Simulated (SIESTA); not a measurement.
## BaTiO3 in SIESTA: convergence with ElectronicTemperature

Input of the first run (ElectronicTemperature 0.5); the others differ in this setting and in those tied to it:

The input BaTiO3.fdf:

```
SystemName                      BaTiO3
SystemLabel                     BaTiO3
NumberOfSpecies                 3
NumberOfAtoms                   5
%block ChemicalSpeciesLabel
  1  56 Ba
  2  22 Ti
  3   8 O
%endblock ChemicalSpeciesLabel

LatticeConstant                 1.0 Ang
%block LatticeVectors
     2.8273666084     1.6323808724     2.3183934932
    -2.8273666084     1.6323808724     2.3183934932
     0.0000000000    -3.2647617449     2.3183934932
%endblock LatticeVectors
AtomicCoordinatesFormat         Fractional
%block AtomicCoordinatesAndAtomicSpecies
    -0.0126770000    -0.0079790000     0.0071180000  1  Ba
     0.4831240000     0.4725880000     0.4820330000  2  Ti
     0.5105020000     0.0092900000     0.5165310000  3  O
     0.0211820000     0.5202550000     0.5135860000  3  O
     0.5107760000     0.5139200000     0.0142200000  3  O
%endblock AtomicCoordinatesAndAtomicSpecies

%block kgrid.MonkhorstPack
    5   0   0  0.0
    0   5   0  0.0
    0   0   5  0.0
%endblock kgrid.MonkhorstPack
XC.Functional                   GGA
XC.Authors                      PBE
PAO.BasisSize                   DZP
PAO.EnergyShift                 0.003 Ry
Mesh.Cutoff                     800 Ry
OccupationFunction              FD
ElectronicTemperature           0.5 eV
MaxSCFIterations                120
SCF.MustConverge                false
SCF.Mixer.Method                Pulay
SCF.Mixer.Weight                0.25
SCF.Mixer.History               8
SCF.DM.Tolerance                5.0e-05
SCF.H.Tolerance                 1.0e-03 eV
WriteForces                     true
Charge.Mulliken                 end
%block PAO.Basis
  Ba 5
  n=5 0 2
    4.395 0.000
  n=6 0 2
    9.500 0.000
  n=5 1 2
    5.243 0.000
  n=6 1 1
    9.500
  n=5 2 1
    7.000
  Ti 5
  n=3 0 2
    3.144 0.000
  n=4 0 2
    8.756 0.000
  n=3 1 2
    3.568 0.000
  n=4 1 1
    8.756
  n=3 2 2
    6.267 0.000
%endblock PAO.Basis
```

Potentials or basis: PseudoDojo 0.4 standard (PBE files), DZP (energy shift 0.003 Ry; two zetas on semicore shells; d shell added on Ba).

Run with:

```console
$ siesta < BaTiO3.fdf > BaTiO3.out 2>&1
```

The cell isn't the ideal one: atoms moved at random, drawn with an rms of 0.05 Å.

Hardware: 1 thread of Arm Neoverse V2, with other jobs on the host.

```tsv
ElectronicTemperature	energy less the tightest run, at zero smearing (meV/atom)	pressure (GPa)	largest force (eV/Å)	gap on the mesh (eV)	SCF cycles	CPU time (s)	peak memory (GiB)
0.5	27.23	8.55	0.942	2.699	12	100	0.49
0.3	2.77	7.60	0.651	2.587	12	110	0.48
0.2	0.18	7.52	0.618	2.575	12	110	0.49
0.1	0.00	7.51	0.615	2.574	12	100	0.49
0.05	0.00	7.51	0.615	2.574	12	100	0.49
0.025	0.00	7.51	0.615	2.574	12	100	0.49
0.01	0.00	7.51	0.615	2.574	12	100	0.49
```

Against the tightest run, the energy stays within 1 meV/atom from 0.2 on; the pressure stays within 0.1 GPa from 0.3 on; the largest force stays within 0.005 eV/Å from 0.2 on; the gap on the mesh stays within 0.01 eV from 0.2 on. The tightest run that finished is the yardstick and may itself not be fully converged.

Caveat, for the tightest run too: this set's barium file shifts pressures by up to 1 GPa against other sets; spin-orbit coupling is left out, which moves the levels of the heavy elements; an odd mesh through Γ misses points on the zone boundary, where band edges often lie; the basis of atomic orbitals isn't converged, which shifts pressures, moduli and gaps.
